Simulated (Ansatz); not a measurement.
## Ni under changes of volume

One of the cells (10.569 Å³/atom); the others are scaled copies at fixed shape and fractional positions:

```
Ni
1.0
     2.44802    0.00000    0.00000
    -1.22401    2.12005    0.00000
     0.00000    0.00000    4.07281
Ni
2
Direct
  0.66667 0.33333 0.75000
  0.33333 0.66667 0.25000
```

This isn't the form of Ni at room conditions, which is fcc.

| Item | Value |
| --- | --- |
| Program | Ansatz 0.2.0 |
| Functional | PBEsol |
| Potentials or basis | all-electron LAPW, scalar-relativistic |
| Cutoff | 323 eV (chosen from the basis error) |
| Basis error allowed | 0.001 eV/atom |
| k mesh | 12 × 12 × 7 |
| Occupations | fermi-dirac, width 0.05 eV |
| Spin | collinear spin, ferromagnetic start |
| Starting moments | [1.0, 1.0] μB |

```tsv
volume (Å³/atom)	energy over the lowest point (meV/atom)	pressure (GPa)	moment (μB per cell)
9.935	17.20	12.2	1.24
10.146	5.06	6.5	1.26
10.357	0.00	1.5	1.28
10.569	1.23	-3.0	1.30
10.780	?	?	?
10.992	19.86	-10.6	1.34
11.203	36.10	-13.7	1.35
```

Problem. What does the run at 10.780 Å³/atom give?

Solution. Energy over the lowest point 8.06 meV/atom; pressure -7.0 GPa; moment 1.32 μB per cell.

Worked out: A Birch-Murnaghan fit of order 3 (a polynomial in V^(-2/3)) to the other rows has its minimum at 10.42 Å³/atom with B0 = V·E''(V) = 227 GPa and B' = 4.7 at fixed shape and positions, which overstates the stiffness. It gives 8.03 meV/atom at 10.780 Å³/atom, against the run's 8.06, and -dE/dV = -7.1 GPa, against -7.0. A straight line through the other rows of the moment, of slope 0.089 μB per Å³/atom, gives 1.32 μB, against the run's 1.32.

Energies are extrapolated to zero smearing.
